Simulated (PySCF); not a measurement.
## C in PySCF: the effect of dispersion

C, a slab with vacuum:

```
C
1.0
     2.45617    0.00000    0.00000
    -1.22809    2.12711    0.00000
     0.00000    0.00000    8.52380
C
2
Direct
  0.66667 0.33333 0.00000
  0.33333 0.66667 0.00000
```

Alike in all runs:

| Item | Value |
| --- | --- |
| Program | PySCF 2.14.0 |
| Task | equation of state |
| Functional | BLYP |
| Potentials or basis | DZVP-MOLOPT-SR/GTH-PBE (potentials made for PBE) |
| k mesh | 4 × 4 × 1 |
| Occupations | fermi-dirac, width 0.05 eV |
| Spin | no spin polarisation |

```csv
dispersion,V0 of scaled cells (Å³/atom),B0 (GPa)
none,22.80,104
D3,22.76,106
D3(BJ),22.74,111
D3(BJM),22.73,113
D3(OP),?,?
D4,22.58,106
D3(BJ) with the three-body term,22.74,111
```

**Question.** What does the run with dispersion D3(OP) give?

**Answer.** V0 of scaled cells 22.79 Å³/atom; B0 109 GPa.

Caveats: all runs use coarse meshes; the potentials were made for another functional, which shifts forces and pressure; the cell was scaled at fixed shape and fractional positions, which overstates the stiffness of a crystal with free parameters, most of all of layers and chains; the basis of atomic orbitals isn't converged, which shifts pressures, moduli and gaps; in so skew or open a cell the D4 energy hangs on how the cell is drawn, by up to a few meV an atom (some runs).
